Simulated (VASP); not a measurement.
# SnO (Pmn2_1) in VASP: further runs

The runs below take SnO through G0W0 quasiparticle levels, evGW0 quasiparticle levels, with PBEsol.

Everything below comes from runs of VASP 6.6.1. Logs are shortened: lines on timing, memory, paths and dates and some standing lists are left out, and cuts for length are marked.

## (1) The crystal as given

The structure is orthorhombic, space group Pmn2_1 (No. 31). The conventional cell has a = 3.355 Å, b = 5.674 Å, c = 4.222 Å, α = 90.00°, β = 90.00°, γ = 90.00°. Sn (site symmetry m) is surrounded by 3 O at 2.15 to 2.16 Å. Around O (site symmetry m) lie 3 Sn at 2.15 to 2.16 Å.

The cell comes from a database or a generator and needn't be the stable form of this composition.

## (2) G0W0 quasiparticle levels, PBEsol

File POSCAR:

```
SnO
1.0
    3.3550050000      0.0000000000      0.0000000000
    0.0000000000      5.6741040000      0.0000000000
    0.0000000000      0.0000000000      4.2219700000
Sn O
2 2
Direct
    0.5000000000      0.7680910000      0.0131440000
    0.0000000000      0.2319090000      0.5131440000
    0.5000000000      0.1087500000      0.2368570000
    0.0000000000      0.8912500000      0.7368570000
```

File INCAR.step1:

```
PREC = Accurate
ENCUT = 500
EDIFF = 1E-8
ISMEAR = 0
SIGMA = 0.01
LREAL = False
LASPH = True
NELM = 80
ALGO = Normal
LWAVE = True
LCHARG = False
GGA = PS
KPAR = 4
```

File INCAR.step2:

```
PREC = Accurate
ENCUT = 500
EDIFF = 1E-8
ISMEAR = 0
SIGMA = 0.01
LREAL = False
LASPH = True
NELM = 1
ALGO = Exact
LWAVE = True
LCHARG = False
GGA = PS
NBANDS = 355
LOPTICS = True
ISTART = 1
KPAR = 4
```

File INCAR.step3:

```
PREC = Accurate
ENCUT = 500
EDIFF = 1E-8
ISMEAR = 0
SIGMA = 0.01
LREAL = False
LASPH = True
ALGO = EVGW0
LWAVE = False
LCHARG = False
GGA = PS
NELMGW = 1
NBANDS = 355
ENCUTGW = 150
NOMEGA = 50
PRECFOCK = Fast
ISTART = 1
NBANDSGW = 28
KPAR = 4
```

File KPOINTS:

```
regular mesh
0
Gamma
  4 2 4
```

Potentials or basis: VASP PAW PBE potentials, release 64 (Sn_d_GW, O_GW).

Launch:

```console
$ cat potpaw_PBE.64/Sn_d_GW/POTCAR potpaw_PBE.64/O_GW/POTCAR > POTCAR
$ cp INCAR.step1 INCAR
$ mpirun -np 4 vasp_std > vasp.out
$ cp INCAR.step2 INCAR
$ mpirun -np 4 vasp_std > vasp.out
$ cp INCAR.step3 INCAR
$ mpirun -np 4 vasp_std > vasp.out
```

OUTCAR:

```text
PREC = Accurate
   ENCUT = 500
   EDIFF = 1E-8
   ISMEAR = 0
   LREAL = False
   LASPH = True
   GGA = PS
   NELMGW = 1
   ENCUTGW = 150
   PRECFOCK = Fast
   ISTART = 1

 ion  position               nearest neighbor table
   1  0.500  0.768  0.013-   3 2.15   4 2.16   4 2.16
   2  0.000  0.232  0.513-   4 2.15   3 2.16   3 2.16
   3  0.500  0.109  0.237-   1 2.15   2 2.16   2 2.16
   4  0.000  0.891  0.737-   2 2.15   1 2.16   1 2.16

  LATTYP: Found a simple orthorhombic cell.
 ALAT       =     3.3550050000
 B/A-ratio  =     1.2584094510
 C/A-ratio  =     1.6912356315

  Lattice vectors:

 A1 = (  -3.3550050000,   0.0000000000,   0.0000000000)
 A2 = (   0.0000000000,   0.0000000000,   4.2219700000)
 A3 = (   0.0000000000,   5.6741040000,   0.0000000000)

Analysis of symmetry for initial positions (statically):
=====================================================================
 Subroutine PRICEL returns:
 Original cell was already a primitive cell.

 Routine SETGRP: Setting up the symmetry group for a
 simple orthorhombic supercell.

 Subroutine GETGRP returns: Found  4 space group operations
 (whereof  2 operations were pure point group operations)
 out of a pool of  8 trial point group operations.

The static configuration has the point symmetry C_1h.
 The point group associated with its full space group is C_2v.

Analysis of symmetry for dynamics (positions and initial velocities):
=====================================================================
 Subroutine PRICEL returns:
 Original cell was already a primitive cell.

 Routine SETGRP: Setting up the symmetry group for a
 simple orthorhombic supercell.

 Subroutine GETGRP returns: Found  4 space group operations
 (whereof  2 operations were pure point group operations)
 out of a pool of  8 trial point group operations.

The dynamic configuration has the point symmetry C_1h.
 The point group associated with its full space group is C_2v.

 Subroutine INISYM returns: Found  4 space group operations
 (whereof  2 operations are pure point group operations),
 and found     1 'primitive' translations

----------------------------------------------------------------------------------------

                                     Primitive cell

  volume of cell :      80.3722

  direct lattice vectors                    reciprocal lattice vectors
     3.355005000  0.000000000  0.000000000     0.298062149  0.000000000  0.000000000
     0.000000000  5.674104000  0.000000000     0.000000000  0.176239279  0.000000000
     0.000000000  0.000000000  4.221970000     0.000000000  0.000000000  0.236856254

  length of vectors
     3.355005000  5.674104000  4.221970000     0.298062149  0.176239279  0.236856254

  position of ions in fractional coordinates (direct lattice)
     0.500000000  0.768091000  0.013144000
     0.000000000  0.231909000  0.513144000
     0.500000000  0.108750000  0.236857000
     0.000000000  0.891250000  0.736857000

  ion indices of the primitive-cell ions
   primitive index   ion index
                 1           1
                 2           2
                 3           3
                 4           4

----------------------------------------------------------------------------------------

 KPOINTS: regular mesh

Automatic generation of k-mesh.
 Grid dimensions read from file:
 generate k-points for:    4    2    4

 Generating k-lattice:

  Cartesian coordinates                     Fractional coordinates (reciprocal lattice)
     0.074515537  0.000000000  0.000000000     0.250000000  0.000000000  0.000000000
     0.000000000  0.088119640  0.000000000     0.000000000  0.500000000  0.000000000
     0.000000000  0.000000000  0.059214064     0.000000000  0.000000000  0.250000000

  Length of vectors
     0.074515537  0.088119640  0.059214064

  Shift w.r.t. Gamma in fractional coordinates (k-lattice)
     0.000000000  0.000000000  0.000000000

 Subroutine IBZKPT returns following result:
 ===========================================

 Found     18 irreducible k-points:

 Following reciprocal coordinates:
            Coordinates               Weight
  0.000000  0.000000  0.000000      1.000000
  0.250000  0.000000  0.000000      2.000000
  0.500000  0.000000  0.000000      1.000000
  0.000000  0.500000  0.000000      1.000000
  0.250000  0.500000  0.000000      2.000000
  0.500000  0.500000  0.000000      1.000000
[... 10 lines left out ...]
  0.250000  0.500000  0.500000      2.000000
  0.500000  0.500000  0.500000      1.000000
   k-points           NKPTS =     18   k-points in BZ     NKDIM =     32   number of bands    NBANDS=    355
   number of dos      NEDOS =    301   number of ions     NIONS =      4
   total plane-waves  NPLWV =  32256
   dimension x,y,z NGX =    24 NGY =   42 NGZ =   32
   dimension x,y,z NGXF=    48 NGYF=   84 NGZF=   64
   ions per type =               2   2
   NGX,Y,Z   is equivalent  to a cutoff of  11.89, 12.31, 12.60 a.u.
   NGXF,Y,Z  is equivalent  to a cutoff of  23.78, 24.61, 25.20 a.u.
 SYSTEM =  unknown system
   PREC   = accura    normal or accurate (medium, high low for compatibility)
   ISTART =      1    job   : 0-new  1-cont  2-samecut
   ICHARG =      0    charge: 1-file 2-atom 10-const
   ISPIN  =      1    spin polarized calculation?
   LNONCOLLINEAR =      F non collinear calculations
   LSORBIT =      F    spin-orbit coupling
   LASPH  =      T    aspherical Exc in radial PAW
   ENCUT  =  500.0 eV  36.75 Ry    6.06 a.u.   6.12 10.35  7.70*2*pi/ulx,y,z
   NELM   =     60;   NELMIN=  2; NELMDL=  0     # of ELM steps
   EDIFF  = 0.1E-07   stopping-criterion for ELM
   LREAL  =      F    real-space projection
   EDIFFG = 0.1E-06   stopping-criterion for IOM
   NSW    =      0    number of steps for IOM
   IBRION =     -1    ionic relax: 0-MD 1-quasi-New 2-CG
   NFREE  =      0    steps in history (QN), initial steepest desc. (CG)
   ISIF   =      0    stress and relaxation
   ISYM   =      3    0-nonsym 1-usesym 2-fastsym
   POTIM  = 0.5000    time-step for ionic-motion
   TEBEG  =    0.0;   TEEND  =   0.0 temperature during run
   PSTRESS=    0.0 pullay stress
   NELECT =      40.0000    total number of electrons
   NUPDOWN=      -1.0000    fix difference up-down
   EMIN   =  10.00;   EMAX   =-10.00  energy-range for DOS
   EFERMI =   0.00;   METHOD = LEGACY
   ISMEAR =     0;   SIGMA  =   0.01  broadening in eV -4-tet -1-fermi 0-gaus
   EFERMI_NEDOS =   21; number of points for ismear=-14 and -15
   IALGO  =     38    algorithm
   IMIX   =      4    mixing-type and parameters
     AMIX     =   0.40;   BMIX     =  1.00
     AMIX_MAG =   1.60;   BMIX_MAG =  1.00
  volume/ion in A,a.u.               =      20.09       135.59
  Fermi-wavevector in a.u.,A,eV,Ry     =   1.297357  2.451650 22.900458  1.683136
  Thomas-Fermi vector in A             =   2.428755
   LORBIT       =      0    0 simple, 1 ext, 2 COOP (PROOUT), +10 PAW based schemes
   GGA     = PS    functional components
   LHFCALC =     T    Hartree Fock is set to
   PRECFOCK=fast      Normal, Fast or Accurate (Low or Medium for compatibility)
   ENCUT4O =  -1.0   cutoff for four orbital integrals eV
   NKREDX  =     1    reduce k-point grid by
   NKREDY  =     1    reduce k-point grid by
   NKREDZ  =     1    reduce k-point grid by
   AEXX    =    1.0000 exact exchange contribution
   HFSCREEN=    0.0000 screening length (either q_TF or 0.3 A-1)
   HFSCREENC=   0.0000 screening length for correlation (either q_TF or 0.3 A-1)
   ENCUTFOCK=  -1.0 apply spherical cutoff to Coloumb kernel
   IVDW    =     0    specifies the selected vdW correction
   LEPSILON=     F    determine dielectric tensor
   LRPA    =     F    only Hartree local field effects (RPA)
   LRPAFORCE           =     F    calculate RPA forces
   ENCUTGW             = 150.0    cutoff for response function in eV
   ENCUTGWSOFT         = 120.0    soft cutoff for Coulomb kernel in GW response function in eV
   ENCUTLF             =  -1.0    cutoff for local field effects
   NELMGW              =     1    number of iterations in solving QP/BSE equation
   NELMHF              =     1    number of iterations in the inner HF iteration
   NKREDLFX            =     1    NKREDLFY  =   1   NKREDLFZ  =   1
 non-spin polarized calculation
 Gauss-broadening in eV      SIGMA  =   0.01
  energy-cutoff  :      500.00
  volume of cell :       80.37
 maximum number of plane-waves:      2056
  NGX = 14; NGY = 24; NGZ = 18
   NGX = 13   NGY = 21   NGZ = 15
 maximum number of plane-waves:       352
 NGX is ok and might be reduce to    14

 QP shifts <psi_nk| G(iteration)W_0 |psi_nk>: iteration 1
 for sc-GW calculations column KS-energies equals QP-energies in previous step
 and V_xc(KS)=  KS-energies - (<T + V_ion + V_H > + <T+V_H+V_ion>^1  + <V_x>^1)

 k-point   1 :       0.0000    0.0000    0.0000
  band No.  KS-energies  QP-energies   sigma(KS)   V_xc(KS)     V^pw_x(r,r')   Z            occupation Imag(sigma)

      1     -18.0537     -20.5390     -21.1741     -17.5052     -27.6003       0.6774       2.0000       0.5116
      2     -17.7317     -20.5448     -21.4072     -17.3997     -27.0635       0.7020       2.0000       0.3666
      3     -17.6424     -20.4366     -21.4340     -17.3986     -26.9945       0.6924       2.0000       0.3105
      4     -17.6193     -20.4781     -21.5490     -17.4813     -27.1246       0.7028       2.0000       0.3467
      5     -17.5919     -20.4904     -21.5749     -17.5038     -27.1509       0.7120       2.0000       0.3450
      6     -17.5572     -20.4238     -21.5373     -17.4870     -27.1358       0.7077       2.0000       0.3389
[... 20 lines left out ...]
     27      11.7565      12.1743      -9.1693      -9.7139      -4.2839       0.7671       0.0000      -0.3044
     28      12.3281      12.7445      -9.0525      -9.5888      -4.1002       0.7764       0.0000      -0.3318

 k-point   2 :       0.2500    0.0000    0.0000
  band No.  KS-energies  QP-energies   sigma(KS)   V_xc(KS)     V^pw_x(r,r')   Z            occupation Imag(sigma)

      1     -18.0378     -20.5036     -21.1965     -17.5506     -27.6767       0.6763       2.0000       0.5182
      2     -17.8100     -20.4531     -21.3348     -17.5166     -27.4350       0.6923       2.0000       0.4584
      3     -17.6325     -20.4949     -21.5232     -17.4646     -27.1106       0.7053       2.0000       0.3523
      4     -17.6172     -20.4833     -21.5310     -17.4651     -27.0917       0.7049       2.0000       0.3270
      5     -17.6006     -20.4333     -21.4922     -17.4372     -27.0476       0.6985       2.0000       0.3245
      6     -17.5635     -20.4162     -21.5197     -17.4704     -27.0829       0.7045       2.0000       0.3129
[... 20 lines left out ...]
     27      11.3705      11.8150      -9.5593     -10.1429      -4.6208       0.7617       0.0000      -0.3128
     28      12.6172      12.9857      -8.7228      -9.1986      -3.7405       0.7745       0.0000      -0.3405

 k-point   3 :       0.5000    0.0000    0.0000
  band No.  KS-energies  QP-energies   sigma(KS)   V_xc(KS)     V^pw_x(r,r')   Z            occupation Imag(sigma)

      1     -18.0071     -20.5041     -21.2024     -17.5428     -27.6466       0.6823       2.0000       0.5140
      2     -18.0071     -20.5041     -21.2024     -17.5428     -27.6466       0.6823       2.0000       0.5140
      3     -17.6044     -20.4660     -21.5194     -17.4642     -27.1032       0.7057       2.0000       0.3415
      4     -17.6044     -20.4660     -21.5194     -17.4642     -27.1032       0.7057       2.0000       0.3415
      5     -17.5695     -20.4073     -21.5023     -17.4467     -27.0732       0.6997       2.0000       0.3309
      6     -17.5695     -20.4073     -21.5023     -17.4467     -27.0732       0.6997       2.0000       0.3309
[... 444 lines left out ...]
      3     -17.6330     -20.4874     -21.5233     -17.4591     -27.1102       0.7023       2.0000       0.3561
      4     -17.6330     -20.4874     -21.5233     -17.4591     -27.1102       0.7023       2.0000       0.3561
      5     -17.5806     -20.4248     -21.5019     -17.4521     -27.0340       0.7023       2.0000       0.2943
      6     -17.5806     -20.4248     -21.5019     -17.4521     -27.0340       0.7023       2.0000       0.2943
[... 20 lines left out ...]
     27      13.4183      13.8022      -8.7254      -9.2225      -3.5891       0.7724       0.0000      -0.4066
     28      13.4183      13.8022      -8.7254      -9.2225      -3.5891       0.7724       0.0000      -0.4066

 k-point  18 :       0.5000    0.5000    0.5000
  band No.  KS-energies  QP-energies   sigma(KS)   V_xc(KS)     V^pw_x(r,r')   Z            occupation Imag(sigma)

      1     -18.0268     -20.4933     -21.1709     -17.5248     -27.6407       0.6765       2.0000       0.5228
      2     -18.0268     -20.4933     -21.1709     -17.5248     -27.6407       0.6765       2.0000       0.5228
      3     -17.6244     -20.4682     -21.4966     -17.4427     -27.0827       0.7015       2.0000       0.3490
      4     -17.6244     -20.4682     -21.4966     -17.4427     -27.0827       0.7015       2.0000       0.3490
      5     -17.5517     -20.4071     -21.5331     -17.4730     -27.0787       0.7033       2.0000       0.3050
      6     -17.5517     -20.4071     -21.5331     -17.4730     -27.0787       0.7033       2.0000       0.3050
[... 20 lines left out ...]
     27      13.6245      14.0673      -9.3417      -9.9211      -3.9000       0.7642       0.0000      -0.5034
     28      13.6245      14.0673      -9.3417      -9.9211      -3.9000       0.7642       0.0000      -0.5034
```

Wall time 8.5 min (4 MPI ranks of Intel Xeon Platinum 8488C (Sapphire Rapids), shared host); peak memory 1.8 GiB.

Results:

| Quantity | Value |
| --- | --- |
| Band gap on the k mesh, mean-field level | 1.84 eV, indirect (least direct gap 2.53 eV) |
| Quasiparticle gap | 2.64 eV |
| Least direct quasiparticle gap | 3.40 eV |

Levels at points of the mesh, in eV from the valence-band top:
```csv
k point,band 16,band 17,band 18,band 19,band 20,band 21,band 22,band 23,band 24
"(0.00, 0.00, 0.00)",-3.81,-3.48,-2.62,-2.03,0.00,2.62,3.13,5.83,5.88
"(0.50, 0.00, 0.00)",-4.47,-2.56,-2.56,-1.25,-1.25,2.54,2.54,5.49,5.49
"(0.00, 0.50, 0.00)",-4.06,-3.77,-2.64,-1.58,-1.36,3.29,3.88,4.80,5.01
"(0.50, 0.50, 0.00)",-4.32,-2.63,-2.63,-0.91,-0.91,1.84,1.84,6.24,6.24
"(0.00, 0.00, 0.50)",-3.42,-3.18,-3.18,-1.65,-1.65,2.63,2.63,5.18,5.18
"(0.50, 0.00, 0.50)",-4.06,-3.14,-3.14,-1.08,-1.08,2.06,2.06,4.57,4.57
"(0.00, 0.50, 0.50)",-3.17,-2.90,-2.90,-1.50,-1.50,1.89,1.89,5.94,5.94
"(0.50, 0.50, 0.50)",-4.20,-3.42,-3.42,-0.43,-0.43,2.39,2.39,4.11,4.11
```

Caveat: the k mesh is coarse (spacing up to 0.55 Å⁻¹), so the values aren't converged; bands, screening cutoff and mesh are small and nothing is extrapolated, so the quasiparticle values aren't converged; spin-orbit coupling is left out, which moves the levels of the heavy elements. A k mesh can miss the band edges.

[end of part 1 of 2]
